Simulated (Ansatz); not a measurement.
The system is Ta.

```
Ta
1.0
    -1.65128    1.65128    1.65128
     1.65128   -1.65128    1.65128
     1.65128    1.65128   -1.65128
Ta
1
Direct
  0.00000 0.00000 0.00000
```

A run of Ansatz 0.2.0 on this cell left the log below. Logs are shortened: lines on timing, memory, paths and dates and some standing lists are left out, and cuts for length are marked.

```text
Warning: RAYON_NUM_THREADS=2 ignored (pool sized by the plan → 2); use --threads N
scf.n_extra_bands = 6 over 7 filled bands (N_el = 13.0): the run solves 13 bands
Engine: ansatz 0.2.0, x86_64-unknown-linux-gnu
Pseudopotentials: kind: paw
Pseudopotential: Ta, paw, valence charge 13, recommended cutoff 420 eV (normal), Ta.paw.azcp
Functional definition: revPBE
  parameter kappa = 1.245
  parameter beta = 0.06672455060314922
  exchange = pbe_x(kappa = kappa, mu = beta*pi^2/3)
  correlation = pbe_c(beta = beta)
Crystal: 1 atoms, lattice volume = 18.010 Å³
Basis set: ecut = 420 eV, 369 PW (Γ), exchange–correlation on 40×40×40 points (8 copies of the dense FFT grid, shifted against one another)
Bands: 13, of which v1, the nominal top of the filled ones, is band 7 counted from 1 (6 counted from 0)
Symmetry: 48 space group operations
Space group: Im-3m (ITA 229), of the structure as read, at distance tolerance 2.6e-5 Å
k-points: 56 of 1331
Non-local potential: Ta, projectors of the file, l = 0: 3, l = 1: 2, l = 2: 2, l = 3: 1
PAW form: soft (Blöchl's): semilocal exchange-correlation on the pseudo side does not see the compensation charge
PAW frozen core: Ta, regenerated for the run's functional, and the local potential with it (the file was generated under x = pbe(κ = 0.804, μ = 0.2195149727645171), c = pbe(β = 0.06672455060314922))
PAW one-centre angular grid: Ta, 590 points (default); XC on 64 Gauss nodes
Initial density: superposition of atomic densities (neutral atoms: chi_scale 0, normalization atom), corrected by the library's trained network
Initial wavefunctions: pseudopotential atomic-orbital guess
Functional: x = revpbe(κ = 1.245, μ = 0.2195149727645171), c = pbe(β = 0.06672455060314922)
SCF iter   1: F=—  HF=-9941.184546 eV  |F-HF|=—  |Δ(HF+E_count)|=         —  Δρ=2.51e-3  dr2=3.61e-4  ethr=1.77e-3  ⟨swp⟩=5.8  Hψ=4028  notcnv=0  defer=12
preconditioner: auto → none  [metal: Δε(μ)=0.068 eV  Ē_g=11.350 eV  σ=0.050 eV  W_gap=0.32  n_scr=0 (ndim 8)  ℏωp=19.6 eV  f_vac=0.000  D(μ)=0.98/eV (n_scr^D=12)]
SCF iter   2: F=—  HF=-9941.184384 eV  |F-HF|=—  |Δ(HF+E_count)|=   1.62e-4  Δρ=1.24e-3  dr2=1.03e-4  ethr=2.78e-6  ⟨swp⟩=2.3  Hψ=1471  notcnv=0  defer=13
SCF iter   3: F=—  HF=-9941.184481 eV  |F-HF|=—  |Δ(HF+E_count)|=   9.75e-5  Δρ=3.48e-4  dr2=6.74e-6  ethr=7.89e-7  ⟨swp⟩=1.7  Hψ=806  notcnv=0  defer=13
SCF iter   4: F=—  HF=-9941.184492 eV  |F-HF|=—  |Δ(HF+E_count)|=   1.07e-5  Δρ=4.74e-5  dr2=2.37e-7  ethr=5.19e-8  ⟨swp⟩=2.7  Hψ=999  notcnv=0  defer=13
iter 5 did not close the SCF: its close was put off for the readings that it lacked (scf_convergence_deferred on its scf_iter line)
SCF iter   5: F=-9941.184492 eV  HF=-9941.184492 eV  |F-HF|=1.97e-8  |Δ(HF+E_count)|=   7.25e-8  Δρ=2.12e-5  dr2=3.83e-8  ethr=1.82e-9  ⟨swp⟩=1.4  Hψ=695  notcnv=0  defer=13
SCF iter   6: F=-9941.184492 eV  HF=-9941.184492 eV  |F-HF|=3.64e-11  |Δ(HF+E_count)|=   1.52e-8  Δρ=1.07e-6  dr2=7.54e-11  ethr=2.94e-10  ⟨swp⟩=5.4  Hψ=2854  notcnv=0
SCF 1 converged in 6 iterations: F = -9941.184492 eV  dr2 = 7.54e-11
  greatest PAW one-centre occupation: 0.999 electrons in one spin orbital (limit 2), on the Ta atom at site 0 (counted from 0), in its partial waves of l = 0
NSCF: frozen V_eff on 86 k-points
SCF converged after 6 iterations
Free energy (F): -9941.184492 eV
Harris-Foulkes:  -9941.184492 eV  (|F-HF|=3.64e-11)
Internal energy: -9941.175819 eV  (E = F + TS)
E sigma→0 (E₀):  -9941.180155 eV
Entropy (-TS):   -0.008673 eV (-8.673 meV/atom)
Fermi energy:    18.703237 eV
--- Per-component energies (eV) ---
  E_band       = -102.553044
  E_kinetic    = 366.275712
  E_local      = -546.890988  (includes V_loc(G=0)·N_el)
  E_nonlocal   = 14.305865
  E_hartree    = 190.160868
  E_xc         = -218.792843
  E_vxc        = -204.114639  (∫ρ·V_xc dr)
  E_paw        = -8405.403881  (= ΣΔE_a)
  E_vpaw       = -112.450860  (= ΣTr[D̂ρ^β])
  E_aug_tail   = 0.000162  (compensation charges beyond the density's cutoff)
  E_ewald      = -1340.811443
  E_core_change = -0.019271  (= ΣΔE_core)
  E_smearing   = -0.008673  (= −TS)
  E_closure    = 0.000000  (closes the sum)
  Σ components = -9941.184492   (vs F -9941.184492, Δ=0.00e0)
--- Forces (eV/Å), atoms counted from 1 ---
  atom   1  Ta     0.00000000    -0.00000000    -0.00000000
  max |Σ_I F_I| component: 8.83e-32 eV/Å
--- Stress (GPa, compression-positive) ---
        5.108134       0.000000      -0.000000
        0.000000       5.108134      -0.000000
        0.000000      -0.000000       5.108134
  P = ⅓ Tr σ = 5.1081 GPa (51.081 kbar)
--- Band table (eV; the first three rows and the last of 56) ---
  k-point 0: bands = ["-48.3840", "-14.3299", "-14.3299", "-14.3299", "10.8069", "19.4571", "19.4571", "19.4571", "22.7355", "22.7355", "33.3141", "33.3141", "33.3141"]
  k-point 1: bands = ["-48.3748", "-14.4307", "-14.3611", "-14.3304", "11.1700", "19.2226", "19.3761", "19.8182", "22.3858", "22.7381", "33.6292", "33.9428", "34.2376"]
  k-point 2: bands = ["-48.3503", "-14.6939", "-14.4437", "-14.3319", "12.1539", "18.6551", "18.9928", "20.8703", "22.0342", "22.7935", "34.0719", "35.6813", "35.7988"]
  k-point 55: bands = ["-48.1857", "-15.1490", "-15.1311", "-15.1311", "15.0068", "15.0483", "24.5391", "24.5391", "25.3660", "26.7105", "28.5260", "28.5260", "35.1072"]
```

Problem. What input gives this log?

Solution. Band structure with revPBE, no spin polarisation. The files as run (others can give the same):

input.yaml
```yaml
crystal:
  lattice:
    - [-1.65128, 1.65128, 1.65128]
    - [1.65128, -1.65128, 1.65128]
    - [1.65128, 1.65128, -1.65128]
  atoms:
    - { symbol: Ta, position: [0.0, 0.0, 0.0] }
hamiltonian:
  xc: revpbe
  pseudopotentials: { kind: paw }
kpoints:
  mp_grid: { grid: [11, 11, 11] }
  band_path:
    path:
      - [[0.0, 0.0, 0.0], [0.5, -0.5, 0.5], [0.0, 0.0, 0.5], [0.0, 0.0, 0.0], [0.25, 0.25, 0.25], [0.5, -0.5, 0.5]]
      - [[0.25, 0.25, 0.25], [0.0, 0.0, 0.5]]
    npoints: 14
scf:
  occupations: { method: fermi_dirac, width: 0.05 }
  n_extra_bands: 6
output:
  forces: true
  stress: true
  eigenvalues: true
  fatbands: false
```

Potentials or basis: Ansatz PAW.
Launch:
```sh
$ ansatz run input.yaml --threads 2 --pin off --max-ram 5632MiB --backend cpu --events-out ev --progress --plain --runs-dir out
```

Caveat: spin-orbit coupling is left out, which moves the levels of the heavy elements; the PAW data sets come from PBE, with cores solved anew for the run's functional, which leaves a small shift of forces and pressure.
